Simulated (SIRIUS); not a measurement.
A run of SIRIUS 7.12.0 is set up as follows.

sirius.json

```json
{
  "control": {
    "processing_unit": "cpu",
    "verbosity": 2,
    "num_bands_to_print": 16,
    "print_forces": true,
    "print_stress": true
  },
  "parameters": {
    "electronic_structure_method": "pseudopotential",
    "xc_functionals": ["XC_LDA_X", "XC_LDA_C_PW"],
    "gk_cutoff": 9.4,
    "pw_cutoff": 18.8,
    "ngridk": [12, 12, 12],
    "shiftk": [0, 0, 0],
    "smearing": "fermi_dirac",
    "smearing_width": 0.0018374661,
    "num_bands": 16,
    "num_mag_dims": 0,
    "num_dft_iter": 100,
    "energy_tol": 1e-08,
    "density_tol": 1e-06,
    "hubbard_correction": true
  },
  "iterative_solver": {
    "type": "davidson",
    "min_tolerance": 1e-10
  },
  "mixer": {
    "type": "anderson",
    "beta": 0.7,
    "max_history": 8
  },
  "settings": {
    "tol_ne": 1e-10,
    "pseudo_grid_cutoff": 6.5
  },
  "unit_cell": {
    "lattice_vectors": [
      [0.0, 3.586416725621, 3.586416725621],
      [3.586416725621, 0.0, 3.586416725621],
      [3.586416725621, 3.586416725621, 0.0]
    ],
    "atom_coordinate_units": "lattice",
    "atom_types": ["Rh"],
    "atom_files": {
      "Rh": "Rh.json"
    },
    "atoms": {
      "Rh": [
        [0.0, 0.0, 0.0]
      ]
    }
  },
  "hubbard": {
    "simplified": true,
    "subspace_method": "full_orthogonalization",
    "local": [
      {
        "atom_type": "Rh",
        "n": 4,
        "l": 2,
        "U": 0.22049593,
        "J": 0.0,
        "total_initial_occupancy": 7
      }
    ]
  }
}
```

Potentials or basis: PseudoDojo 0.4.1 PBE standard (scalar relativistic).

Command:

```bash
$ upf_to_json Rh.upf
$ # the labels of the atomic orbitals (3D, 4S, ...) are then added to the .json files where the converter dropped them
$ OMP_NUM_THREADS=1 sirius.scf --input=sirius.json --output=out.json --task=0
```

What does it give for the pressure?

-8.6 GPa.

What does it give for the band gap on the k mesh?

None (metal or under the smearing width).

Eigenvalues of the final occupation matrices:
| site | spin | trace | eigenvalues |
| --- | --- | --- | --- |
| site 1 | 1 | 4.14 | 0.76 0.76 0.76 0.92 0.92 |

Caveat: the potentials were made for another functional, which shifts forces and pressure; U without spin polarisation on a metal has little footing; the U is typed as a test and isn't derived for this compound.
